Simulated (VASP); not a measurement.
A run of VASP 6.6.1:

INCAR

```
  PREC = Accurate
  ENCUT = 520
  EDIFF = 1E-7
  ISMEAR = -1
  SIGMA = 0.05
  LREAL = F
  LASPH = T
  NELM = 100
  ALGO = Normal
  ISIF = 2
  LWAVE = F
  LCHARG = T
  GGA = PE
  LELF = T
  LVHAR = T
  NBANDS = 28
```

The input KPOINTS:

```
regular mesh
0
Gamma
  8 8 5
```

File POSCAR:

```
La2O3
1.0
    3.9307778780      0.0000000000      0.0000000000
   -1.9653889390      3.4041534990      0.0000000000
    0.0000000000      0.0000000000      6.1119535200
La O
2 3
Direct
    0.3333333333      0.6666666667      0.2462356800
    0.6666666667      0.3333333333      0.7537643200
    0.0000000000      0.0000000000      0.0000000000
    0.3333333333      0.6666666667      0.6458906500
    0.6666666667      0.3333333333      0.3541093500
```

Potentials or basis: VASP PAW PBE potentials, release 64 (La, O).

The run is started by

```console
$ cat potpaw_PBE.64/La/POTCAR potpaw_PBE.64/O/POTCAR > POTCAR
$ mpirun -np 1 vasp_std > vasp.out
```

Hardware: 1 thread of Intel(R) Xeon(R) Platinum 8488C (Sapphire Rapids), on a shared host.

Task: How long does it take, and how much memory?

Result: Wall time 2 min on 1 thread of Intel(R) Xeon(R) Platinum 8488C (Sapphire Rapids), with other jobs on the host, peak memory 0.25 GiB. Counts: scf iterations 18, k points 40.
